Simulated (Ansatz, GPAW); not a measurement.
# A Ag chain with one P atom in line: relaxation, then transmission at several levels, part 3 of 4

How well does a Ag chain with one P atom in line conduct once its atoms have relaxed, and how much do cheaper levels lose?

GPAW 26.7.0 and Ansatz 0.2.0; Ansatz plane waves; relaxation of the junction with the lead ends held; PAW set soft_1 (the session's first sound run).

So far, transmission at the Fermi level (one spin): step 3 (plane-wave reference (PBE)) 0.390. Also open channels of the lead at the Fermi level (one spin): step 3 1.

### 4. GPAW, dzp

The script solves lead and junction separately, takes H and S in the orbital basis, and joins semi-infinite leads through their self-energies; the dzp basis is the working standard.

This step: GPAW LCAO, PAW setups; Landauer transmission from Green's functions with principal layers (ASE), zero bias (GPAW 26.7.0).

File run.py:

```python
import json
import numpy as np
from ase import Atoms
from ase.transport.calculators import TransportCalculator
from gpaw import GPAW, FermiDirac
from gpaw.lcao.tools import get_lcao_hamiltonian
from scipy.linalg import eigh

# The junction with lead layers at both ends, along the third cell vector
device = Atoms(
    ['Ag', 'Ag', 'Ag', 'Ag', 'Ag', 'Ag', 'Ag', 'P', 'Ag', 'Ag', 'Ag', 'Ag', 'Ag', 'Ag', 'Ag'],
    positions=[
        [4.50000, 4.50000, 1.33000],
        [4.50000, 4.50000, 3.99000],
        [4.50000, 4.50000, 6.65000],
        [4.50000, 4.50000, 9.31000],
        [4.50000, 4.50000, 11.97000],
        [4.38889, 4.65398, 14.75414],
        [4.58105, 4.35377, 17.66298],
        [3.81674, 5.41616, 19.62640],
        [4.58267, 4.34731, 21.58546],
        [4.38362, 4.65899, 24.48032],
        [4.50000, 4.50000, 27.26320],
        [4.50000, 4.50000, 29.92320],
        [4.50000, 4.50000, 32.58320],
        [4.50000, 4.50000, 35.24320],
        [4.50000, 4.50000, 37.90320]],
    cell=[[9.0, 0.0, 0.0], [0.0, 9.0, 0.0], [0.0, 0.0, 39.2332]],
    pbc=True)

# One principal layer of the lead: the first 4 atoms of the device
lead = Atoms(
    ['Ag', 'Ag', 'Ag', 'Ag'],
    positions=[
        [4.50000, 4.50000, 1.33000],
        [4.50000, 4.50000, 3.99000],
        [4.50000, 4.50000, 6.65000],
        [4.50000, 4.50000, 9.31000]],
    cell=[[9.0, 0.0, 0.0], [0.0, 9.0, 0.0], [0.0, 0.0, 10.64]],
    pbc=True)

settings = dict(mode='lcao', basis='dzp', xc='PBE', h=0.2,
                occupations=FermiDirac(0.1), maxiter=250,
                mixer=dict(beta=0.1, nmaxold=8, weight=100.0),
                convergence=dict(density=0.0001))
energies = np.arange(-2, 2 + 1e-9, 0.025)
eta = 0.0001
n1, n2 = 1, 1
# k and -k transmit alike, so half of the mesh across the current serves
mesh = [(i, j) for i in range(n1) for j in range(n2) if (i, j) <= (-i % n1, -j % n2)]
weights = np.array([1 if (i, j) == (-i % n1, -j % n2) else 2 for i, j in mesh]) / (n1 * n2)

# [... helper functions left out ...]
fermi_lead = ground_state(lead, (1, 1, 11), 'lead.txt')
fermi_device = ground_state(device, (1, 1, 2), 'device.txt')
# [... loop over the mesh left out, but for ...]
        # Shift the lead onto the potential of the device's first layer
        shift = ((H[:, 0, 0] - H0[:, 0, 0]) / S0[0, 0]).real.mean()
# [...]
kT = 8.617333e-5 * 300
bias = [0.1, 0.2, 0.5, 1.0, 1.5, 2.0]
# [... integrals and printing left out ...]
```

The run is started by

```sh
> OMP_NUM_THREADS=1 OPENBLAS_NUM_THREADS=1 python run.py
```

Numbers of over 12 decimals in the logs are rounded to 6 here.

The program printed:

```text
basis functions: device 391, principal layer 108
Fermi level: lead -3.7843 eV, device -3.7672 eV; lead shifted by 0.0013 eV
largest coupling past the next layer 3.56e-05 eV, largest misfit of the first layer 0.188 eV
  E-E_F (eV)   T (one spin)  channels
    -2.000    5.4012e-03    3.0000
    -1.975    4.5524e-03    3.0000
    -1.950    3.7986e-03    3.0000
    -1.925    3.1570e-03    3.0000
    -1.900    2.6329e-03    3.0000
    -1.875    2.2136e-03    3.0000
    -1.850    1.8762e-03    3.0000
    -1.825    1.6023e-03    3.0000
    -1.800    1.4031e-03    3.0000
    -1.775    6.7575e-04    1.0000
    -1.750    3.5031e-04    1.0000
    -1.725    2.6327e-04    1.0000
    -1.700    1.8682e-04    1.0000
    -1.675    1.2755e-04    1.0000
    -1.650    8.4677e-05    1.0000
    -1.625    5.4463e-05    1.0000
[...]
1.825    1.9337e-01    1.0000
     1.850    1.8667e-01    1.0000
     1.875    1.7983e-01    1.0000
     1.900    1.7287e-01    1.0000
     1.925    1.6579e-01    1.0000
     1.950    1.5861e-01    1.0000
     1.975    1.5135e-01    1.0000
     2.000    1.4402e-01    1.0000
conductance at 300 K: 0.37803 G0 a cell; thermopower -8.615 uV/K
current from the zero-bias T(E) at 0.1 V: 2.9183 uA
current from the zero-bias T(E) at 0.2 V: 5.774 uA
current from the zero-bias T(E) at 0.5 V: 13.402 uA
current from the zero-bias T(E) at 1.0 V: 22.491 uA
current from the zero-bias T(E) at 1.5 V: 41.52 uA
current from the zero-bias T(E) at 2.0 V: 55.47 uA
```

Run time: 1.7 min. Hardware: 1 thread of AMD EPYC 7R43, shared host; peak memory 1.4 GiB.

Numbers from this step:

* conductance: 0.3780 G₀
* thermopower: -8.615 μV/K
* largest coupling past the next principal layer: 3.56e-5 eV
* largest misfit of the first principal layer: 0.1876 eV
* shift that aligns the lead: 0.001327 eV
* basis functions of the junction: 391
* basis functions of a principal layer: 108
* transmission at the Fermi level (one spin): 0.3818

One spin. Table of transmission, zone mean by energy, zero at the Fermi level:

energy (eV), transmission, zone mean and a bar from the least value:
```
   -2.000      0.005 
   -1.900      0.003 
   -1.800      0.001 
   -1.700      0.000 
   -1.600      0.000 
   -1.500      0.000 
   -1.400      0.000 
   -1.300      0.000 
   -1.200      0.000 
   -1.100      0.000 
   -1.000      0.021 #
   -0.900      0.244 ########
   -0.800      0.652 #####################
   -0.700      0.946 ##############################
   -0.600      0.600 ###################
   -0.500      0.120 ####
   -0.400      0.002 
   -0.300      0.098 ###
   -0.200      0.224 #######
   -0.100      0.321 ##########
    0.000      0.382 ############
    0.100      0.410 #############
    0.175      0.415 #############
    0.200      0.415 #############
    0.300      0.406 #############
    0.400      0.392 ############
    0.500      0.378 ############
    0.600      0.366 ############
    0.700      0.357 ###########
    0.800      0.349 ###########
    0.900      0.341 ###########
    1.000      0.333 ###########
    1.100      0.323 ##########
    1.200      0.312 ##########
    1.300      0.299 #########
    1.400      0.284 #########
    1.500      0.266 ########
    1.600      0.247 ########
    1.700      0.225 #######
    1.800      0.200 ######
    1.900      0.173 #####
    2.000      0.144 #####
```

Crossings of the lead's bands, unfolded to its shortest repeat. Table of open channels, zone mean by energy, zero at the Fermi level:

```tsv
energy (eV)	open channels, zone mean
-2.000	3
-1.900	3
-1.800	3
-1.700	1
-1.600	1
-1.500	0
-1.400	0
-1.300	0
-1.200	0
-1.100	0
-1.000	1
-0.900	1
-0.800	1
-0.700	1
-0.600	1
-0.500	1
-0.400	1
-0.300	1
-0.200	1
-0.100	1
0.000	1
0.100	1
0.200	1
0.300	1
0.400	1
0.500	1
0.600	1
0.700	1
0.800	1
0.900	1
1.000	1
1.100	1
1.200	1
1.300	1
1.400	1
1.500	1
1.600	1
1.700	1
1.800	1
1.900	1
2.000	1
```

Not self-consistent under bias; the bias window is split evenly. The current through one cell, from the zero-bias transmission by bias:

```tsv
bias (V)	current through one cell, from the zero-bias transmission (μA)
0.100	2.92
0.200	5.77
0.500	13.4
1.000	22.5
1.500	41.5
2.000	55.5
```

The transmission of the three most open eigenchannels by energy, zero at the Fermi level:

```tsv
energy (eV)	channel 1	channel 2	channel 3
-2.000	0.00405	0.00100	3.5e-4
-1.800	0.00138	1.6e-5	8.4e-6
-1.600	1.4e-5	2.1e-8	0
-1.400	2.2e-8	0	0
-1.200	2.3e-8	0	0
-1.000	0.0211	4.0e-10	9.7e-11
-0.800	0.652	1.6e-8	0
-0.600	0.600	1.7e-8	0
-0.400	0.00228	3.1e-8	0
-0.200	0.224	1.9e-8	0
0.000	0.382	1.9e-8	0
0.200	0.415	1.9e-8	0
0.400	0.392	1.9e-8	0
0.600	0.366	2.0e-8	0
0.800	0.349	2.0e-8	0
1.000	0.333	2.0e-8	0
1.200	0.312	2.0e-8	0
1.400	0.284	2.0e-8	0
1.600	0.247	2.0e-8	0
1.800	0.200	1.9e-8	0
2.000	0.144	1.9e-8	0
```

At the Fermi level T is 0.382 against 0.390 in plane waves. Couplings past the next layer reach 3.6e-5 eV, small enough to drop; the matrix elements of the cell's first layer differ from the bulk lead's by up to 0.19 eV. That layer keeps its own values in the calculation, and only beyond it is the lead taken as perfect. The Fermi levels of lead and junction count from different zeros of potential, one for each periodic cell; with both set to zero, the small remaining shift is what aligns them. By hand: G = 0.3780 × 77.48 μS = 29.3 μS, a resistance of 34.1 kΩ; at 0.1 V a linear junction would pass 2.93 μA, and the integral over the bias window gives 2.92 μA. Mott's formula, S = -(π²/3)(k_B²T/e) d ln T/dE, has the prefactor 7.33 μV/K·eV at 300 K; T = 0.3698 at -0.025 eV and 0.3922 at 0.025 eV give a slope of 1.17 per eV and S = -8.59 μV/K, beside -8.62 μV/K from the thermal integral, which interpolates the same grid.

### 5. Single-zeta polarised basis

One radial function a shell plus polarisation makes the matrices smaller; the question is what that costs.

run.py, as its differences from that of step 4:

```diff
@@ -41,3 +41,3 @@
 
-settings = dict(mode='lcao', basis='dzp', xc='PBE', h=0.2,
+settings = dict(mode='lcao', basis='szp(dzp)', xc='PBE', h=0.2,
                 occupations=FermiDirac(0.1), maxiter=250,
```

The program printed:

```text
basis functions: device 219, principal layer 60
Fermi level: lead -3.7331 eV, device -3.7332 eV; lead shifted by 0.0113 eV
largest coupling past the next layer 3.56e-05 eV, largest misfit of the first layer 0.180 eV
  E-E_F (eV)   T (one spin)  channels
    -2.000    6.1996e-03    3.0000
    -1.975    5.5104e-03    3.0000
    -1.950    4.8538e-03    3.0000
[...]
1.975    1.4295e-01    1.0000
     2.000    1.3586e-01    1.0000
conductance at 300 K: 0.34981 G0 a cell; thermopower -9.139 uV/K
current from the zero-bias T(E) at 0.1 V: 2.7008 uA
current from the zero-bias T(E) at 0.2 V: 5.3445 uA
current from the zero-bias T(E) at 0.5 V: 12.414 uA
current from the zero-bias T(E) at 1.0 V: 20.831 uA
current from the zero-bias T(E) at 1.5 V: 38.678 uA
current from the zero-bias T(E) at 2.0 V: 51.483 uA
```

It took 70 s on 1 thread; peak memory 1.4 GiB.

This step gave:

| Property | Result |
| --- | --- |
| conductance | 0.3498 G₀ |
| thermopower | -9.139 μV/K |
| largest misfit of the first principal layer | 0.1805 eV |
| shift that aligns the lead | 0.01130 eV |
| basis functions of the junction | 219 |
| basis functions of a principal layer | 60 |
| transmission at the Fermi level (one spin) | 0.3534 |

The conductance, 0.350 G₀, lies 7.5 % below that of the dzp run.

### 6. GPAW, sz: basis = "sz(dzp)"

The minimal basis is the cheapest rung: no second zeta and no polarisation.

run.py, as its differences from that of step 5:

```diff
@@ -41,3 +41,3 @@
 
-settings = dict(mode='lcao', basis='szp(dzp)', xc='PBE', h=0.2,
+settings = dict(mode='lcao', basis='sz(dzp)', xc='PBE', h=0.2,
                 occupations=FermiDirac(0.1), maxiter=250,
```

The program printed:

```text
basis functions: device 172, principal layer 48
Fermi level: lead -3.7330 eV, device -3.7478 eV; lead shifted by 0.0114 eV
largest coupling past the next layer 3.59e-05 eV, largest misfit of the first layer 0.082 eV
  E-E_F (eV)   T (one spin)  channels
    -2.000    2.0320e-02    3.0000
    -1.975    8.7565e-03    3.0000
    -1.950    1.3469e-02    3.0000
[...]
1.975    1.6414e-01    1.0000
     2.000    1.5722e-01    1.0000
conductance at 300 K: 0.31273 G0 a cell; thermopower -11.21 uV/K
current from the zero-bias T(E) at 0.1 V: 2.4132 uA
current from the zero-bias T(E) at 0.2 V: 4.7668 uA
current from the zero-bias T(E) at 0.5 V: 10.928 uA
current from the zero-bias T(E) at 1.0 V: 19.288 uA
current from the zero-bias T(E) at 1.5 V: 38.583 uA
current from the zero-bias T(E) at 2.0 V: 49.443 uA
```

Run time: 56 s. Hardware: 1 thread; peak memory 1.3 GiB.

Numbers from this step:

```
conductance                                    : 0.3127 G₀
thermopower                                    : -11.21 μV/K
largest coupling past the next principal layer : 3.59e-5 eV
largest misfit of the first principal layer    : 0.08183 eV
shift that aligns the lead                     : 0.01140 eV
basis functions of the junction                : 172
basis functions of a principal layer           : 48
transmission at the Fermi level (one spin)     : 0.3156
```

One spin. Table of transmission, zone mean by energy, zero at the Fermi level:

```tsv
energy (eV)	transmission, zone mean
-2.000	0.0203
-1.900	0.0109
-1.800	0.00809
-1.700	0.00544
-1.600	0.00337
-1.500	8.7e-4
-1.400	1.7e-4
-1.300	1.4e-12
-1.200	0
-1.100	0
-1.000	0.00734
-0.900	0.130
-0.800	0.449
-0.700	0.832
-0.650	0.905
-0.600	0.787
-0.500	0.286
-0.400	0.0132
-0.300	0.0404
-0.200	0.154
-0.100	0.253
0.000	0.316
0.100	0.349
0.200	0.357
0.300	0.352
0.400	0.342
0.500	0.331
0.600	0.322
0.700	0.315
0.800	0.310
0.900	0.306
1.000	0.302
1.100	0.297
1.200	0.291
1.300	0.283
1.400	0.273
1.500	0.261
1.600	0.246
1.700	0.229
1.800	0.208
1.900	0.184
2.000	0.157
```

The conductance, 0.313 G₀, lies 17 % below that of the dzp run.

### 7. RPBE in the dzp basis: xc = "RPBE"

Back in the dzp basis, the functional changes from PBE to RPBE, to set the spread between functionals beside that between bases.

run.py, as its differences from that of step 6:

```diff
@@ -41,3 +41,3 @@
 
-settings = dict(mode='lcao', basis='sz(dzp)', xc='PBE', h=0.2,
+settings = dict(mode='lcao', basis='dzp', xc='RPBE', h=0.2,
                 occupations=FermiDirac(0.1), maxiter=250,
```

The program printed:

```text
basis functions: device 391, principal layer 108
Fermi level: lead -3.6149 eV, device -3.6121 eV; lead shifted by 0.0149 eV
largest coupling past the next layer 3.60e-05 eV, largest misfit of the first layer 0.165 eV
  E-E_F (eV)   T (one spin)  [channel counts left out]
    -2.000    2.5808e-03
    -1.975    2.1099e-03
    -1.950    1.7399e-03
[...]
1.975    1.5461e-01
     2.000    1.4729e-01
conductance at 300 K: 0.37359 G0 a cell; thermopower -8.068 uV/K
current from the zero-bias T(E) at 0.1 V: 2.8849 uA
current from the zero-bias T(E) at 0.2 V: 5.7112 uA
current from the zero-bias T(E) at 0.5 V: 13.285 uA
current from the zero-bias T(E) at 1.0 V: 22.272 uA
current from the zero-bias T(E) at 1.5 V: 41.347 uA
current from the zero-bias T(E) at 2.0 V: 55.142 uA
```

The job ended after 1.7 min (1 thread; peak memory 1.4 GiB).

This step gave:

| Property | Result |
| --- | --- |
| conductance | 0.3736 G₀ |
| thermopower | -8.068 μV/K |
| largest coupling past the next principal layer | 3.60e-5 eV |
| largest misfit of the first principal layer | 0.1645 eV |
| shift that aligns the lead | 0.01486 eV |
| basis functions of the junction | 391 |
| basis functions of a principal layer | 108 |
| transmission at the Fermi level (one spin) | 0.3776 |

The conductance, 0.374 G₀, lies 1.2 % below that of the dzp run.

### 8. The structure as built: geometry = "as built"

The dzp basis with PBE on the structure as first built shows what the relaxation was worth.

run.py, as its differences from that of step 7:

```diff
@@ -17,7 +17,7 @@
         [4.50000, 4.50000, 11.97000],
-        [4.38889, 4.65398, 14.75414],
-        [4.58105, 4.35377, 17.66298],
-        [3.81674, 5.41616, 19.62640],
-        [4.58267, 4.34731, 21.58546],
-        [4.38362, 4.65899, 24.48032],
+        [4.50000, 4.50000, 14.63000],
+        [4.50000, 4.50000, 17.29000],
+        [4.50000, 4.50000, 19.61660],
+        [4.50000, 4.50000, 21.94320],
+        [4.50000, 4.50000, 24.60320],
         [4.50000, 4.50000, 27.26320],
@@ -41,3 +41,3 @@
 
-settings = dict(mode='lcao', basis='dzp', xc='RPBE', h=0.2,
+settings = dict(mode='lcao', basis='dzp', xc='PBE', h=0.2,
                 occupations=FermiDirac(0.1), maxiter=250,
```

The program printed:

```text
basis functions: device 391, principal layer 108
Fermi level: lead -3.7843 eV, device -3.8069 eV; lead shifted by -0.0005 eV
largest coupling past the next layer 3.56e-05 eV, largest misfit of the first layer 0.092 eV
  E-E_F (eV)   T (one spin)  channels
    -2.000    1.0809e-01    3.0000
    -1.975    9.6514e-02    3.0000
    -1.950    8.5501e-02    3.0000
[...]
1.975    3.6800e-01    1.0000
     2.000    3.6666e-01    1.0000
conductance at 300 K: 0.58606 G0 a cell; thermopower 1.822 uV/K
current from the zero-bias T(E) at 0.1 V: 4.5364 uA
current from the zero-bias T(E) at 0.2 V: 9.0466 uA
current from the zero-bias T(E) at 0.5 V: 22.18 uA
current from the zero-bias T(E) at 1.0 V: 41.877 uA
current from the zero-bias T(E) at 1.5 V: 59.075 uA
current from the zero-bias T(E) at 2.0 V: 73.301 uA
```

It took 1.9 min on 1 thread; peak memory 1.4 GiB.

This step gave:

```
conductance                                    : 0.5861 G₀
thermopower                                    : 1.822 μV/K
largest coupling past the next principal layer : 3.56e-5 eV
largest misfit of the first principal layer    : 0.09204 eV
shift that aligns the lead                     : -5.45e-4 eV
transmission at the Fermi level (one spin)     : 0.5877
```

The conductance, 0.586 G₀, lies 55 % above that of the dzp run.

### 9. Cost and result by level

Times are wall times on the hardware named with each run. The series side by side:

```tsv
no.	run	conductance (G₀)	time	memory (GiB)
1	pw PBE	0.3864	1.9 min	4.6
2	dzp	0.3780	1.7 min	1.4
3	szp	0.3498	70 s	1.4
4	sz	0.3127	56 s	1.3
5	dzp RPBE	0.3736	1.7 min	1.4
6	asbuilt	0.5861	1.9 min	1.4
```

### 10. Comparison

The curves are compared point by point over the common energies.

This step: comparison of transmission and cost over codes, levels and geometry; PAW set soft_1 (GPAW 26.7.0).

Ladder, by row:

```tsv
step	code	T at the Fermi level (sum over the listed spins)	conductance (G0)	r.m.s. T(E) from the first	wall time (s)	peak memory (GiB)	threads
pw-pbe	Ansatz	0.3899	0.3864	0	113.7	4.593	4
dzp	GPAW	0.3818	0.378	0.05617	100.2	1.43	1
szp	GPAW	0.3534	0.3498	0.0702	70.34	1.36	1
sz	GPAW	0.3156	0.3127	0.1068	55.7	1.32	1
dzp-RPBE	GPAW	0.3776	0.3736	0.05729	103.6	1.43	1
asbuilt	GPAW	0.5877	0.5861	0.1995	114.7	1.43	1
```

(Part 3 of 4 ends here.)

[Logs are printed without paths, hosts, clocks, repeated set-up lines and the standing remarks that a program may print on its own settings, such as how far it seeks lower states.]

[Hosts, paths, dates, database ids (printed as entryN), source tags and the programs' standing remarks are cut or masked in the printed files.]
